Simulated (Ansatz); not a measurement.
Relaxed bulk Ag:

```
Ag
1.0
     1.46778    0.84743    7.18332
    -1.46778    0.84743    7.18332
     0.00000   -1.69485    7.18332
Ag
3
Direct
  0.00000 0.00000 0.00000
  0.77771 0.77771 0.77771
  0.22229 0.22229 0.22229
```

Miller indices refer to the conventional cell of R-3m (No. 166), a = 2.936 Å, b = 2.936 Å, c = 21.550 Å, α = 90.00°, β = 90.00°, γ = 120.00°.

The (001) slab of 6 planes, 12.0 Å thick with 15 Å of vacuum as cut; outer planes Ag (top) and Ag (bottom).

The calculation used Ansatz, DFT PBE, scalar-relativistic, plane waves, PAW. Settings: cutoff 420 eV, Γ-centred mesh 12×12×1 on the computed 6-atom cell, Gaussian smearing of 0.10 eV; no spin polarisation. The cell repeats along c with a dipole correction in the vacuum.

With the atoms at the bulk's places:

- Surface energy (mean of both faces): 0.74 J/m²
- Work function: 4.38 eV

Q: What changes when all atoms relax within this surface cell and its symmetry?

A: The energy falls by 0.003 J/m² a face, and the largest move is 0.05 Å.

| Item | Value |
| --- | --- |
| Surface energy (mean of both faces) | 0.74 J/m² |
| Work function | 4.39 eV |

| plane (bottom to top) | atoms | spacing to next, bulk (Å) | relaxed (Å) | change (%) |
| --- | --- | --- | --- | --- |
| 1 | Ag | 2.393 | 2.371 | -0.9 |
| 2 | Ag | 2.393 | 2.375 | -0.7 |
| 3 | Ag | 2.397 | 2.382 | -0.6 |
| 4 | Ag | 2.393 | 2.375 | -0.7 |
| 5 | Ag | 2.393 | 2.371 | -0.9 |
| 6 | Ag |  |  |  |

The reference crystal is a form of Ag, which isn't its usual structure.